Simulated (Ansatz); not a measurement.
**Ir (bcc type): a single-point run**

The task is a single-point run on Ir (bcc type).

Method: DFT, PBE, all-electron LAPW, scalar-relativistic, in Ansatz 0.2.0.

2 further runs of the same task are left out: 2 that didn't finish.

## (1) The structure to begin with

The structure is cubic, space group Im-3m (No. 229). Conventional cell: a = 2.469 Å, b = 2.469 Å, c = 2.469 Å, α = 90.00°, β = 90.00°, γ = 90.00°. Ir (site symmetry m-3m) has 8 Ir at 2.14 Å as nearest neighbours.

Coordinates:

```cif
data_structure
_symmetry_space_group_name_H-M 'Im-3m'
_symmetry_Int_Tables_number 229
_cell_length_a 2.4687
_cell_length_b 2.4687
_cell_length_c 2.4687
_cell_angle_alpha 90.000
_cell_angle_beta 90.000
_cell_angle_gamma 90.000
_cell_volume 15.05
loop_
_atom_site_label
_atom_site_type_symbol
_atom_site_symmetry_multiplicity
_atom_site_Wyckoff_symbol
_atom_site_fract_x
_atom_site_fract_y
_atom_site_fract_z
_atom_site_occupancy
Ir1 Ir 2 a 0.00000 0.00000 0.00000 1
```

## (2) The run

input.yaml

```yaml
crystal:
  lattice:
    - [-1.2343582442, 1.2343582442, 1.2343582442]
    - [1.2343582442, -1.2343582442, 1.2343582442]
    - [1.2343582442, 1.2343582442, -1.2343582442]
  atoms:
    - { symbol: Ir, position: [0.0, 0.0, 0.0] }
kpoints:
  mp_grid: { grid: [17, 17, 17], kspacing: 0.3 }
scf:
  occupations: { method: fermi_dirac, width: 0.05 }
  max_iter: 60
hamiltonian:
  xc: pbe
  pseudopotentials: { kind: all_electron, lapw: { basis_error: 0.001 } }
output:
  forces: true
  stress: true
  eigenvalues: true
  populations: true
```

Command:

```bash
$ ansatz run input.yaml --threads 1 --pin off --max-ram 2048MiB --backend cpu --events-out ev --progress --plain --runs-dir out
```

What happens when this is run?

Nothing was computed: the input was turned down at the start. It says: «invalid value for `kpoints.mp_grid.kspacing`: mutually exclusive with `grid` — set one or the other»

In the input, kpoints.mp_grid.kspacing is 0.3. No mesh follows from the k-point block as it stands.

Fix: delete kpoints.mp_grid.kspacing.
